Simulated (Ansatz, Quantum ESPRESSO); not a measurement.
Given: the input of a run of Quantum ESPRESSO 7.5 on Ge. Atoms were shifted at random by some hundredths of an Å from the given cell, which wasn't relaxed again for these runs. This isn't the form of Ge at room conditions, which is diamond.

The input pw.in:

```
&CONTROL
  calculation = 'scf'
  prefix = 'pwscf'
  outdir = './tmp'
  pseudo_dir = './pseudo'
  tprnfor = .true.
  tstress = .true.
  disk_io = 'nowf'
/
&SYSTEM
  ibrav = 0
  nat = 4
  ntyp = 1
  ecutwfc = 45
  ecutrho = 360
  nbnd = 38
  occupations = 'smearing'
  smearing = 'fd'
  degauss = 0.00367493
/
&ELECTRONS
  conv_thr = 8d-10
  electron_maxstep = 120
  mixing_beta = 0.5
/
ATOMIC_SPECIES
Ge    72.6300 ge_pbesol_v1.4.uspp.F.UPF
CELL_PARAMETERS angstrom
   3.9975858431    0.0000000000    0.0000000000
  -1.9987929216    3.4620108940    0.0000000000
   0.0000000000    0.0000000000    6.5993779500
ATOMIC_POSITIONS crystal
Ge     0.3280340000    0.6648870000    0.9395880000
Ge     0.6776310000    0.3391870000    0.4332960000
Ge     0.3436270000    0.6705210000    0.5672550000
Ge     0.6731280000    0.3269050000    0.0611730000
K_POINTS automatic
8 8 4 0 0 0
```

Potentials or basis: GBRV 1.5 PBEsol.

Command:

```console
$ OMP_NUM_THREADS=1 mpirun -n 2 pw.x -nk 2 -in pw.in > pw.out
```

Problem. Set up the same calculation for Ansatz 0.2.0. Potentials or basis there: Ansatz PAW, cutoff 420 eV.

Solution. As run (cutoffs and basis follow the program's own potentials, and thresholds, step limits or extra output files can differ):

input.yaml

```yaml
crystal:
  lattice:
    - [3.9975858431, 0.0, 0.0]
    - [-1.9987929216, 3.462010894, 0.0]
    - [0.0, 0.0, 6.59937795]
  atoms:
    - { symbol: Ge, position: [0.328034, 0.664887, 0.939588] }
    - { symbol: Ge, position: [0.677631, 0.339187, 0.433296] }
    - { symbol: Ge, position: [0.343627, 0.670521, 0.567255] }
    - { symbol: Ge, position: [0.673128, 0.326905, 0.061173] }
hamiltonian:
  xc: pbesol
  pseudopotentials: { kind: paw }
kpoints:
  mp_grid: { grid: [8, 8, 4] }
scf:
  occupations: { method: fermi_dirac, width: 0.05 }
output:
  forces: true
  stress: true
  eigenvalues: true
```

Potentials or basis: Ansatz PAW.

Run with:

```bash
$ ansatz run input.yaml --threads 1 --pin off --max-ram 3584MiB --backend cpu --events-out ev --progress --plain --runs-dir out
```

Both were run:

|  | Quantum ESPRESSO | Ansatz |
| --- | --- | --- |
| Pressure | -0.2 GPa | 0.0 GPa |
| Largest force | 0.628 eV/Å | 0.628 eV/Å |
| Energy over the undisturbed cell | 7.7 meV/atom | 7.7 meV/atom |

Ansatz's pressure holds a Pulay term of +0.02 GPa for its cutoff of 420 eV, which the other run lacks.

Ansatz's potentials were made for PBE.

Where Ansatz's input types no cutoff or centring, it takes its own default and a Γ-centred mesh.

Pressure is positive in compression.
